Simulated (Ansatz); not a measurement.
**Zirconium, fcc under r²SCAN: from relaxation to bulk modulus, part 1 of 2**

What does r²SCAN give for zirconium in the fcc structure? We relax it, solve it on a dense k-mesh, then scale the cell to 7 volumes from 88 to 112 % of the relaxed one and try a fit of the equation of state. The start is ferromagnetic. The k-meshes are 12×12×12 for the relaxation; 20×20×20 for the dense run; 20×20×20 for the volumes.

This is Zr in the fcc structure; at room conditions it is hcp.

Computed with Ansatz 0.2.0 (DFT r2SCAN, plane waves (500 eV) with PAW, scalar-relativistic; PBE-made PAW files, unless a step says otherwise).

### 1 The system as given

It takes space group Fm-3m (No. 225, cubic). The conventional cell has a = 4.533 Å, b = 4.533 Å, c = 4.533 Å, α = 90.00°, β = 90.00°, γ = 90.00°. Zr (site symmetry m-3m) has 12 Zr at 3.21 Å as nearest neighbours.

Structure file:

```cif
data_structure
_symmetry_space_group_name_H-M 'Fm-3m'
_symmetry_Int_Tables_number 225
_cell_length_a 4.5327
_cell_length_b 4.5327
_cell_length_c 4.5327
_cell_angle_alpha 90.000
_cell_angle_beta 90.000
_cell_angle_gamma 90.000
_cell_volume 93.12
loop_
_atom_site_label
_atom_site_type_symbol
_atom_site_symmetry_multiplicity
_atom_site_Wyckoff_symbol
_atom_site_fract_x
_atom_site_fract_y
_atom_site_fract_z
_atom_site_occupancy
Zr1 Zr 4 a 0.00000 0.00000 0.00000 1
```

The atoms start with moments of +1 μB.

### 2 Relaxation of the cell

input.yaml reads:

```yaml
crystal:
  lattice:
    - [0.0, 2.2663258114, 2.2663258114]
    - [2.2663258114, 0.0, 2.2663258114]
    - [2.2663258114, 2.2663258114, 0.0]
  atoms:
    - { symbol: Zr, position: [0.0, 0.0, 0.0], spin: 1.0 }
hamiltonian:
  xc: r2scan
  pseudopotentials:
    kind: paw
    azcp:
      Zr: "pseudopotentials/Zr.paw.azcp"
basis:
  ecutwfc: 500
  fft_grid_basis: typed
kpoints:
  mp_grid: { grid: [12, 12, 12], shift: [0, 0, 0] }
magnetization:
  spin_polarized: true
scf:
  occupations: { method: fermi_dirac, width: 0.05 }
relax:
  max_steps: 60
  f_tol: 0.01
  cell: {}
```

Log:

```text
Warning: RAYON_NUM_THREADS=2 ignored (pool sized by the plan → 2); use --threads N
Engine: ansatz 0.2.0, aarch64-unknown-linux-gnu
Pseudopotentials: kind: paw
Pseudopotential: Zr, paw, valence charge 12, recommended cutoff 500 eV (meta_gga), <dir>
Functional definition: r2SCAN
  parameter k0 = 0.174
  parameter k1 = 0.065
  parameter a1 = 4.9479
  exchange = r2scan_x(k0 = k0, k1 = k1, a1 = a1)
  correlation = r2scan_c
Crystal: 1 atoms, lattice volume = 23.281 Å³
Basis set: ecut = 500 eV, 609 PW (Γ), exchange–correlation on 96×96×96 points (64 copies of the dense FFT grid, shifted against one another)
Bands: 11, of which v1, the nominal top of the filled ones, is band 6 counted from 1 (5 counted from 0)
Symmetry: 48 space group operations
Space group: Fm-3m (ITA 225), of the structure as read, at distance tolerance 2.9e-5 Å
Magnetic group: BNS 225.116 (UNI 1618), of the structure as read, at distance tolerance 2.9e-5 Å
k-points: 72 of 1728
Non-local potential: Zr, projectors of the file, l = 0: 3, l = 1: 2, l = 2: 2, l = 3: 2
PAW form: soft (Blöchl's): semilocal exchange-correlation on the pseudo side does not see the compensation charge
PAW frozen core: Zr, regenerated for the run's functional (the file was generated under x = pbe(κ = 0.804, μ = 0.2195149727645171), c = pbe(β = 0.06672455060314922))
PAW one-centre angular grid: Zr, 590 points (default); XC on 160 Gauss nodes
Initial density: superposition of atomic densities (chi_scale 0.1, normalization cell)
Starting moments: Σ|m| = 1 μB on 1 of 1 site
Initial wavefunctions: pseudopotential atomic-orbital guess
Functional: x = r2scan, c = r2scan; τ floored in thin density (d = 2e-4 eV/Å³)
iter 1 solved again at ethr=2.25e-3 eV; its pass at ethr=3.10e-3 eV (dr2=2.70e-1 eV) is discarded
SCF iter   1: F=—  HF=-4194.834592 eV  |F-HF|=—  |Δ(HF+E_count)|=         —  Δρ=2.67e-2 (↑2.67e-2 ↓1.08e-2)  dr2=2.97e-1  dr2_τ=4.89e-3  dr2_m=3.57e-2  M=0.649 μB ∫|m|=0.649 μB  β_m=0.86  ethr=2.25e-3  ⟨swp⟩=2.0  Hψ=11947  notcnv=0
Mixer restart at iter 1: flushing history
preconditioner: auto → none  [metal: Δε(μ)=0.021 eV  Ē_g=7.040 eV  σ=0.050 eV  W_gap=0.10  n_scr=8 (ndim 8)  ℏωp=15.4 eV  f_vac=0.000  D(μ)=1.45/eV (n_scr^D=14)  sad-step TF]
SCF iter   2: F=—  HF=-4195.039086 eV  |F-HF|=—  |Δ(HF+E_count)|=         —  Δρ=1.94e-2 (↑1.94e-2 ↓1.16e-2)  dr2=1.65e-1  dr2_τ=2.34e-3  dr2_m=2.46e-2  M=0.292 μB ∫|m|=0.292 μB  β_m=0.51  ethr=2.25e-3  ⟨swp⟩=2.1  Hψ=2582  notcnv=0
Mixer restart at iter 2: flushing history
SCF iter   3: F=—  HF=-4194.986629 eV  |F-HF|=—  |Δ(HF+E_count)|=   5.25e-2  Δρ=1.13e-2 (↑1.13e-2 ↓7.57e-3)  dr2=4.78e-2  dr2_τ=6.53e-4  dr2_m=9.61e-3  M=0.225 μB ∫|m|=0.225 μB  β_m=0.72  ethr=1.38e-3  ⟨swp⟩=2.7  Hψ=2695  notcnv=0  defer=1  κ⁻¹=1.0e0(r=1)
SCF iter   4: F=—  HF=-4194.973495 eV  |F-HF|=—  |Δ(HF+E_count)|=   1.31e-2  Δρ=3.48e-3 (↑3.01e-3 ↓3.48e-3)  dr2=2.15e-3  dr2_τ=1.02e-4  dr2_m=1.06e-3  M=0.091 μB ∫|m|=0.093 μB  β_m=0.52  ethr=3.98e-4  ⟨swp⟩=2.3  Hψ=2915  notcnv=0  defer=2  κ⁻¹=1.6e-2(r=2)
SCF iter   5: F=—  HF=-4194.973674 eV  |F-HF|=—  |Δ(HF+E_count)|=   1.79e-4  Δρ=2.03e-3 (↑1.51e-3 ↓2.03e-3)  dr2=6.20e-4  dr2_τ=2.00e-5  dr2_m=3.32e-4  M=0.049 μB ∫|m|=0.052 μB  β_m=0.53  ethr=1.79e-5  ⟨swp⟩=2.5  Hψ=2183  notcnv=0  defer=2  κ⁻¹=6.1e-3(r=3)
SCF iter   6: F=—  HF=-4194.973468 eV  |F-HF|=—  |Δ(HF+E_count)|=   2.06e-4  Δρ=4.18e-4 (↑3.82e-4 ↓4.18e-4)  dr2=1.62e-5  dr2_τ=1.03e-6  dr2_m=2.22e-5  M=0.004 μB ∫|m|=0.009 μB  β_m=0.30  ethr=5.17e-6  ⟨swp⟩=2.4  Hψ=2852  notcnv=0  defer=3  κ⁻¹=8.5e-5(r=4)
SCF iter   7: F=—  HF=-4194.973381 eV  |F-HF|=—  |Δ(HF+E_count)|=   8.79e-5  Δρ=1.76e-4 (↑1.76e-4 ↓1.32e-4)  dr2=2.74e-6  dr2_τ=2.95e-7  dr2_m=3.36e-6  M=0.002 μB ∫|m|=0.003 μB  β_m=1.00  ethr=1.35e-7  ⟨swp⟩=2.0  Hψ=2598  notcnv=0  defer=4  κ⁻¹=2.5e-5(r=5)
SCF iter   8: F=—  HF=-4194.973391 eV  |F-HF|=—  |Δ(HF+E_count)|=   1.06e-5  Δρ=1.91e-5 (↑1.91e-5 ↓1.51e-5)  dr2=5.80e-8  dr2_τ=2.79e-9  dr2_m=3.01e-8  M=0.002 μB ∫|m|=0.002 μB  β_m=1.00  ethr=2.28e-8  ⟨swp⟩=2.0  Hψ=2509  notcnv=0  defer=4  κ⁻¹=5.4e-6(r=6)
SCF iter   9: F=—  HF=-4194.973391 eV  |F-HF|=—  |Δ(HF+E_count)|=   1.30e-7  Δρ=1.08e-5 (↑1.02e-5 ↓1.08e-5)  dr2=1.62e-8  dr2_τ=1.93e-9  dr2_m=1.39e-8  M=0.002 μB ∫|m|=0.002 μB  β_m=1.00  ethr=4.83e-10  ⟨swp⟩=2.0  Hψ=2390  notcnv=0  defer=4  κ⁻¹=1.4e-7(r=7)
SCF iter  10: F=—  HF=-4194.973390 eV  |F-HF|=—  |Δ(HF+E_count)|=   8.83e-7  Δρ=1.01e-5 (↑9.38e-6 ↓1.01e-5)  dr2=9.02e-9  dr2_τ=2.00e-9  dr2_m=1.47e-8  M=0.001 μB ∫|m|=0.001 μB  β_m=1.00  ethr=1.35e-10  ⟨swp⟩=2.0  Hψ=2448  notcnv=0  defer=4  κ⁻¹=1.2e-8(r=8)
SCF iter  11: F=—  HF=-4194.973390 eV  |F-HF|=—  |Δ(HF+E_count)|=   3.02e-7  Δρ=6.32e-6 (↑6.32e-6 ↓5.92e-6)  dr2=2.96e-9  dr2_τ=7.01e-10  dr2_m=6.16e-9  M=0.001 μB ∫|m|=0.001 μB  β_m=1.00  ethr=7.52e-11  ⟨swp⟩=2.0  Hψ=2473  notcnv=0  defer=4  κ⁻¹=7.3e-9(r=8)
SCF iter  12: F=—  HF=-4194.973390 eV  |F-HF|=—  |Δ(HF+E_count)|=   3.58e-8  Δρ=1.38e-6 (↑1.38e-6 ↓1.08e-6)  dr2=1.62e-10  dr2_τ=2.62e-11  dr2_m=2.11e-10  M=0.000 μB ∫|m|=0.000 μB  β_m=1.00  ethr=2.47e-11  ⟨swp⟩=2.0  Hψ=2479  notcnv=0  defer=4  κ⁻¹=5.8e-8(r=8)
SCF iter  13: F=—  HF=-4194.973390 eV  |F-HF|=—  |Δ(HF+E_count)|=  9.15e-10  Δρ=4.60e-7 (↑4.60e-7 ↓3.69e-7)  dr2=4.70e-11  dr2_τ=1.57e-12  dr2_m=8.49e-12  M=-0.000 μB ∫|m|=0.000 μB  β_m=1.00  ethr=1.35e-12  ⟨swp⟩=2.3  Hψ=2576  notcnv=0  defer=4  κ⁻¹=5.7e-8(r=8)
SCF iter  14: F=—  HF=-4194.973390 eV  |F-HF|=—  |Δ(HF+E_count)|=   1.38e-9  Δρ=3.44e-7 (↑3.25e-7 ↓3.44e-7)  dr2=9.61e-13  dr2_τ=3.05e-12  dr2_m=2.32e-11  M=-0.000 μB ∫|m|=0.000 μB  β_m=1.00  ethr=1.00e-12  ⟨swp⟩=1.0  Hψ=4537  notcnv=0  κ⁻¹=3.0e-7(r=8)
SCF iter  15: F=—  HF=-4194.973390 eV  |F-HF|=—  |Δ(HF+E_count)|=  5.00e-11  Δρ=2.69e-7 (↑2.69e-7 ↓2.69e-7)  dr2=7.45e-14  dr2_τ=1.49e-12  dr2_m=1.54e-11  M=-0.000 μB ∫|m|=0.000 μB  β_m=1.00  ethr=1.00e-12  ⟨swp⟩=1.6  Hψ=2253  notcnv=0  κ⁻¹=1.2e-7(r=8)
SCF iter  16: F=-4194.973390 eV  HF=-4194.973390 eV  |F-HF|=2.91e-11  |Δ(HF+E_count)|=  5.91e-11  Δρ=1.88e-7 (↑1.85e-7 ↓1.88e-7)  dr2=5.16e-14  dr2_τ=1.10e-12  dr2_m=7.40e-12  M=-0.000 μB ∫|m|=0.000 μB  ethr=1.00e-12  ⟨swp⟩=2.0  Hψ=2891  notcnv=0
WARN: the starting moments were not kept: the SCF closed with an absolute magnetisation of 1.1e-5 μB, where they sum to 1 μB in size (1 site). That is at most 0.1 of that sum. Measured as dr2_m measures the in/out step, that magnetisation stands 1.9e-11 eV from none, at or under the dr2_threshold of 1.0e-7 eV: it is no larger than a step whose dr2_m would equal this threshold. The system may hold no moment; this SCF shows only that its start led to no more than that. To try another start: raise the starting moments (crystal.atoms[].spin, magnetization.per_species, magnetization.initial_magnetization, or on a non-collinear deck that types none of these the spinor_matrix: blocks that start its atoms; where the total moment is fixed, keep their sum and leave initial_magnetization as it is; typed ones take the place of any that the run laid by itself, positive ones on a crystal's lanthanoids without a Hubbard term where scf.initial_density.shell_occupations: [] is typed) or, if the notice of its spin-set hold's release reads "site moments contracting" or "site moments show no strong build", lengthen the hold (scf.mixing.spin_hold: { on: { confirm: 4 } }; for m-r²SCAN on two components see the key's manual first). Each may lead to a state that holds a moment. A second SCF, from the converged charge density, with the starting moments and any scf.initial_density.shell_occupations laid on it anew, would have followed, and was not run: the deck does not ask for one (magnetization.retry_lost_moments is false, the default). To let it run, set magnetization.retry_lost_moments: true and run the deck again, where that key's refused combinations let it; where memory then withholds it, that run's warning says so.
SCF 1 converged in 16 iterations: F = -4194.973390 eV  dr2 = 5.16e-14
relax step   1: F+E_penalty+E_count = -4194.97339005 eV  Δ(F+E_penalty+E_count) = +0.000e0 eV  max|allowed force component| = 0.000e0 eV/Å  Δτ_max = 0.0000 Å  P = -0.140 GPa  Ω = 23.281 Å³  (16 SCF iters, dr2 threshold 1.00e-7 eV, accepted)
[... 17 lines left out ...]
relax step   2: F+E_penalty+E_count = -4194.97343458 eV  Δ(F+E_penalty+E_count) = -4.453e-5 eV  max|allowed force component| = 0.000e0 eV/Å  Δτ_max = 0.0000 Å  P = +0.115 GPa  Ω = 23.213 Å³  energy of the carried Pulay correction = +3.911e-5 eV  (9 SCF iters, dr2 threshold 4.89e-8 eV, accepted)
[... 13 lines left out ...]
relax step   3: F+E_penalty+E_count = -4194.97342788 eV  Δ(F+E_penalty+E_count) = +6.703e-6 eV  max|allowed force component| = 0.000e0 eV/Å  Δτ_max = 0.0000 Å  P = -0.000 GPa  Ω = 23.243 Å³  energy of the carried Pulay correction = +2.149e-5 eV  (8 SCF iters, dr2 threshold 3.30e-8 eV, accepted)
[... 14 lines left out ...]
relax step   4: F+E_penalty+E_count = -4194.97341171 eV  Δ(F+E_penalty+E_count) = +1.617e-5 eV  max|allowed force component| = 0.000e0 eV/Å  Δτ_max = 0.0000 Å  P = -0.001 GPa  Ω = 23.243 Å³  stress off target by 5.48e-4 GPa  SCF on the basis re-selected at this cell (its energy is not comparable with the rows above)  (9 SCF iters)
basis re-selected at this cell: Δ(F+E_penalty+E_count) = +1.617e-5 eV, ΔP = -0.000 GPa vs the last step (what re-selecting the basis moved, of the pressure what is left beyond the Pulay correction that the steps carried, after the strain that the cell walked since its last selection, with what the two solves' SCF thresholds leave and, on support functions, any second-order correction that the steps lacked; it is no measure of the basis error at this ecutwfc). This SCF's stress stands 5.48e-4 GPa from its target on what of the cell is left free (relax.cell.stress_tol is 5.00e-2 GPa) and its largest allowed force component is 0.00e0 eV/Å (relax.f_tol is 1.00e-2 eV/Å): within both
SCF converged after 9 iterations
Stability not checked: this state was not tested for a lower state beside it, because the mixer in use, unlike msr1, does not test its closes by its own steps (another_mixer; see scf.mixing.algorithm and scf.lower_state_search)
Magnetization: -0.0000 μB (6.0000 up, 6.0000 down)
Absolute magnetization: 0.0000 μB (∫|ρ↑−ρ↓|, with the PAW one-centre terms)
Spin contamination: 0.0000 ħ² per cell (⟨S²⟩ above its minimum at these occupations)
Per-site moments (μB) at R_I (Å): [(-4.4472108457144136e-8, 1.3213840477900596)]
Free energy (F): -4194.973412 eV
Harris-Foulkes:  -4194.973412 eV  (|F-HF|=1.82e-12)
Internal energy: -4194.962277 eV  (E = F + TS)
E sigma→0 (E₀):  -4194.967844 eV
Entropy (-TS):   -0.011135 eV (-11.135 meV/atom)
Fermi energy:    13.932206 eV
--- Per-component energies (eV) ---
  E_band       = -105.773179
  E_kinetic    = 331.890470
  E_local      = -623.879471  (includes V_loc(G=0)·N_el)
  E_nonlocal   = 80.117805
  E_hartree    = 192.556657
  E_xc         = -155.130865
  E_vxc        = -210.362052  (∫ρ·V_xc dr)
  E_paw        = -2971.074384  (= ΣΔE_a)
  E_vpaw       = -81.116643  (= ΣTr[D̂ρ^β])
  E_aug_tail   = 0.000010  (compensation charges beyond the density's cutoff)
  E_vtau       = 12.463381  (kinetic-family band-sum trace: ∫τ·v_τ [+ j·A + Jᵃ·Aᵃ] dr)
  E_ewald      = -1049.277758
  E_core_change = -0.164742  (= ΣΔE_core)
  E_smearing   = -0.011135  (= −TS)
  E_closure    = 0.000000  (closes the sum)
  Σ components = -4194.973412   (vs F -4194.973412, Δ=0.00e0)
--- Forces (eV/Å), atoms counted from 1 ---
  atom   1  Zr    -0.00000000     0.00000000     0.00000000
  max |Σ_I F_I| component: 3.08e-32 eV/Å
--- Stress (GPa, compression-positive) ---
       -0.000548       0.000000      -0.000000
        0.000000      -0.000548       0.000000
       -0.000000       0.000000      -0.000548
  P = ⅓ Tr σ = -0.0005 GPa (-0.005 kbar)
--- Relaxed structure (3 steps of the walk, 3 accepted, 1 SCFs on fresh bases) ---
  F+E_penalty+E_count = -4194.97341171 eV   max|allowed force component| = 0.000e0 eV/Å   (the final SCF, on the basis selected at the relaxed cell)
  cell:  # Å, volume = 23.2434 Å³
    - [-2.547686016447805e-35, 2.265114232106861, 2.265114232106861]
    - [2.265114232106861, 4.840603431250811e-34, 2.265114232106861]
    - [2.265114232106861, 2.265114232106861, -4.585834829606031e-34]
  atoms:
    - { symbol: Zr, position: [0.0, 0.0, 0.0] }
```

It took 12 s on 2 threads of an Arm CPU, shared host; peak memory 0.37 GiB.

Relaxation path:

```tsv
step	energy change (meV/atom)	largest force (eV/Å)	pressure (GPa)	volume (Å³/atom)
1	0.00	0.0000	-0.14	23.281
2	-0.04	0.0000	0.11	23.213
3	-0.04	0.0000	0.00	23.243
4	-0.02	0.0000	0.00	23.243
```

Steps that repeat a cell are solved on a basis chosen anew, so their changes of energy are no gain of the relaxation.

The cell of the run, before and after:

|  | before | after | change |
| --- | --- | --- | --- |
| a (Å) | 3.205 | 3.203 | -0.1 % |
| b (Å) | 3.205 | 3.203 | -0.1 % |
| c (Å) | 3.205 | 3.203 | -0.1 % |
| volume (Å³/atom) | 23.281 | 23.243 | -0.2 % |
| shortest distance (Å) | 3.205 | 3.203 | -0.1 % |
| space group (spins left aside) | Fm-3m | Fm-3m | same |

### 3 Dense single point

input.yaml reads:

```yaml
crystal:
  lattice:
    - [0.0, 2.2651142321, 2.2651142321]
    - [2.2651142321, 0.0, 2.2651142321]
    - [2.2651142321, 2.2651142321, 0.0]
  atoms:
    - { symbol: Zr, position: [0.0, 0.0, 0.0], spin: 1.0 }
hamiltonian:
  xc: r2scan
  pseudopotentials:
    kind: paw
    azcp:
      Zr: "pseudopotentials/Zr.paw.azcp"
basis:
  ecutwfc: 500
  fft_grid_basis: typed
kpoints:
  mp_grid: { grid: [20, 20, 20], shift: [0, 0, 0] }
magnetization:
  spin_polarized: true
scf:
  occupations: { method: fermi_dirac, width: 0.05 }
```

Log (excerpt; [...] marks lines left out):

```text
Warning: RAYON_NUM_THREADS=2 ignored (pool sized by the plan → 2); use --threads N
[...]
[... 3 set-up lines as earlier in the session ...]
[...]
Crystal: 1 atoms, lattice volume = 23.243 Å³
Basis set: ecut = 500 eV, 609 PW (Γ), exchange–correlation on 96×96×96 points (64 copies of the dense FFT grid, shifted against one another)
Bands: 11, of which v1, the nominal top of the filled ones, is band 6 counted from 1 (5 counted from 0)
[... 2 set-up lines as earlier in the session ...]
Magnetic group: BNS 225.116 (UNI 1618), of the structure as read, at distance tolerance 2.9e-5 Å
k-points: 256 of 8000
[...]
Starting moments: Σ|m| = 1 μB on 1 of 1 site
[...]
SCF iter   1: F=—  HF=-4194.834751 eV  |F-HF|=—  |Δ(HF+E_count)|=         —  Δρ=2.69e-2 (↑2.69e-2 ↓1.10e-2)  dr2=2.97e-1  dr2_τ=5.07e-3  dr2_m=3.70e-2  M=0.636 μB ∫|m|=0.636 μB  β_m=0.82  ethr=2.24e-3  ⟨swp⟩=2.0  Hψ=42537  notcnv=0
[...]
SCF iter  14: F=-4194.972718 eV  HF=-4194.972718 eV  |F-HF|=1.55e-11  |Δ(HF+E_count)|=  1.95e-10  Δρ=1.26e-7 (↑1.26e-7 ↓1.09e-7)  dr2=2.09e-12  dr2_τ=1.55e-13  dr2_m=1.91e-12  M=-0.000 μB ∫|m|=0.000 μB  ethr=1.00e-12  ⟨swp⟩=1.0  Hψ=16253  notcnv=0
[...]
WARN: the starting moments were not kept: the SCF closed with an absolute magnetisation of 2.4e-6 μB, where they sum to 1 μB in size (1 site). That is at most 0.1 of that sum. Measured as dr2_m measures the in/out step, that magnetisation stands 9.6e-13 eV from none, at or under the [...]
this state was not tested for a lower state beside it, because the mixer in use, unlike msr1, does not test its closes by its own steps (another_mixer; see scf.mixing.algorithm and scf.lower_state_search)
SCF converged after 14 iterations
Magnetization: -0.0000 μB (6.0000 up, 6.0000 down)
Absolute magnetization: 0.0000 μB (∫|ρ↑−ρ↓|, with the PAW one-centre terms)
Spin contamination: 0.0000 ħ² per cell (⟨S²⟩ above its minimum at these occupations)
Per-site moments (μB) at R_I (Å): [(-9.517994947962207e-8, 1.3213840477860572)]
Free energy (F): -4194.972718 eV
[...]
E sigma→0 (E₀):  -4194.967010 eV
Entropy (-TS):   -0.011415 eV (-11.415 meV/atom)
Fermi energy:    13.929127 eV
[...]
```

It took 11 s on 2 threads of an Arm CPU, shared host; peak memory 0.45 GiB.

### 4 At 88 % of the relaxed volume

input.yaml: that of step 3 with these lines changed.

```diff
@@ -2,5 +2,5 @@
   lattice:
-    - [0.0, 2.2651142321, 2.2651142321]
-    - [2.2651142321, 0.0, 2.2651142321]
-    - [2.2651142321, 2.2651142321, 0.0]
+    - [0.0, 2.170622662, 2.170622662]
+    - [2.170622662, 0.0, 2.170622662]
+    - [2.170622662, 2.170622662, 0.0]
   atoms:
@@ -22 +22,3 @@
   occupations: { method: fermi_dirac, width: 0.05 }
+output:
+  stress: true
```

Log (excerpt; [...] marks lines left out):

```text
Warning: RAYON_NUM_THREADS=2 ignored (pool sized by the plan → 2); use --threads N
[...]
[... 3 set-up lines as earlier in the session ...]
[...]
Crystal: 1 atoms, lattice volume = 20.454 Å³
Basis set: ecut = 500 eV, 531 PW (Γ), exchange–correlation on 96×96×96 points (64 copies of the dense FFT grid, shifted against one another)
Bands: 11, of which v1, the nominal top of the filled ones, is band 6 counted from 1 (5 counted from 0)
[... 1 set-up line as earlier in the session ...]
Space group: Fm-3m (ITA 225), of the structure as read, at distance tolerance 2.7e-5 Å
Magnetic group: BNS 225.116 (UNI 1618), of the structure as read, at distance tolerance 2.7e-5 Å
k-points: 256 of 8000
[...]
Starting moments: Σ|m| = 1 μB on 1 of 1 site
[...]
SCF iter   1: F=—  HF=-4194.598842 eV  |F-HF|=—  |Δ(HF+E_count)|=         —  Δρ=2.93e-2 (↑2.93e-2 ↓1.34e-2)  dr2=2.81e-1  dr2_τ=5.94e-3  dr2_m=4.37e-2  M=0.572 μB ∫|m|=0.572 μB  β_m=0.70  ethr=1.98e-3  ⟨swp⟩=2.0  Hψ=43350  notcnv=0
[...]
WARN: the starting moments were not kept: the SCF closed with an absolute magnetisation of 1.0e-5 μB, where they sum to 1 μB in size (1 site). That is at most 0.1 of that sum. Measured as dr2_m measures the in/out step, that magnetisation stands 1.7e-11 eV from none, at or under the [...]
this state was not tested for a lower state beside it, because the mixer in use, unlike msr1, does not test its closes by its own steps (another_mixer; see scf.mixing.algorithm and scf.lower_state_search)
SCF converged after 16 iterations
Magnetization: 0.0000 μB (6.0000 up, 6.0000 down)
Absolute magnetization: 0.0000 μB (∫|ρ↑−ρ↓|, with the PAW one-centre terms)
Spin contamination: 0.0000 ħ² per cell (⟨S²⟩ above its minimum at these occupations)
Per-site moments (μB) at R_I (Å): [(6.653504778094212e-6, 1.2662611530503511)]
Free energy (F): -4194.853864 eV
[...]
E sigma→0 (E₀):  -4194.848776 eV
Entropy (-TS):   -0.010175 eV (-10.175 meV/atom)
Fermi energy:    16.150623 eV
[...]
--- Stress (GPa, compression-positive) ---
       14.448196      -0.000000       0.000000
       -0.000000      14.448196      -0.000000
        0.000000       0.000000      14.448196
  P = ⅓ Tr σ = 14.4482 GPa (144.482 kbar)
```

Wall time 12 s (2 threads of an Arm CPU, shared host); peak memory 0.46 GiB.

(Continued in part 2 of 2.)
